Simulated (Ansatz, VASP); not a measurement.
**One calculation of TaN, two programs**

File INCAR:

```
SYSTEM = TaN
PREC = Accurate ; ENCUT = 520
EDIFF = 1E-7 ; ISMEAR = 0
SIGMA = 0.05 ; LREAL = .False.
LASPH = .True. ; NELM = 150
ALGO = Normal ; ISIF = 2
LWAVE = .False. ; LCHARG = .False.
ISPIN = 2 ; MAGMOM = 2 0
LORBIT = 11 ; LMAXMIX = 4
LDAU = .True. ; LDAUTYPE = 1
LDAUL = 2 -1 ; LDAUU = 2 0
LDAUJ = 0.9 0 ; LDAUPRINT = 1
NBANDS = 19
```

The input KPOINTS:

```
Automatic mesh
0
Gamma
  7 7 7
  0 0 0
```

The input POSCAR:

```
TaN
1.0
    2.9380011100      0.0000000000      0.0000000000
   -1.4690005500      2.5443836000      0.0000000000
    0.0000000000      0.0000000000      2.8830022100
Ta N
1 1
Direct
    0.3333333333      0.6666666667      0.5000000000
    0.0000000000      0.0000000000      0.0000000000
```

Input for Ansatz:

```yaml
crystal:
  lattice:
    - [2.93800111, 0.0, 0.0]
    - [-1.46900055, 2.5443836, 0.0]
    - [0.0, 0.0, 2.88300221]
  atoms:
    - { symbol: Ta, position: [0.3333333333, 0.6666666667, 0.5], spin: 2.0 }
    - { symbol: "N", position: [0.0, 0.0, 0.0] }
basis:
  ecutwfc: 420
  ecutrho_ratio: 4
kpoints:
  mp_grid: { grid: [7, 7, 7] }
hamiltonian:
  xc: lda
  hubbard: { sites: [{ site: 0, l: d, u: 2.0, j: 0.9 }] }
scf:
  occupations: { method: gaussian, width: 0.05 }
  lower_state_search: "off"
  max_iter: 150
output:
  forces: true
  stress: true
  eigenvalues: true
  populations: true
  hubbard: { sites: [{ site: 0, l: d }] }
magnetization:
  spin_polarized: true
```

Alike in both runs: task single point; functional LDA; k mesh 7 × 7 × 7; occupations gaussian, width 0.05 eV; collinear spin; Hubbard terms Ta d U = 2.0 eV, J = 0.9 eV.

|  | VASP | Ansatz |
| --- | --- | --- |
| version | VASP 6.6.1 | Ansatz 0.2.0 |
| potentials or method | VASP PAW LDA potentials, release 64 (Ta_pv, N) | scalar-relativistic, plane waves, PAW |
| plane-wave cutoff (eV) | 520 | 420 |
| valence electrons in the cell | 16 | 18 |

Ansatz gave:

| Item | Value |
| --- | --- |
| gap on the k mesh at the Fermi level (eV) | none |
| pressure (GPa) | -10.7 |
| largest component of the traceless stress (GPa) | 2.41 |
| net moment per atom (μB) | 0.00 |

What did VASP give for the same quantities?

gap on the k mesh at the Fermi level (eV): none; pressure (GPa): -6.4; largest component of the traceless stress (GPa): 1.40; net moment per atom (μB): 0.00.

The programs project onto different local orbitals, so the same U acts differently. A gap of «none» marks a metal or a gap that the smearing closes. The two sets of potentials don't hold the same shells in valence. Ansatz warned: «filled_band_counts_differ_across_k_points».

The runs have no spin-orbit coupling, so splittings on Ta are missing. The state reached can hang on the start; a lower one may exist.
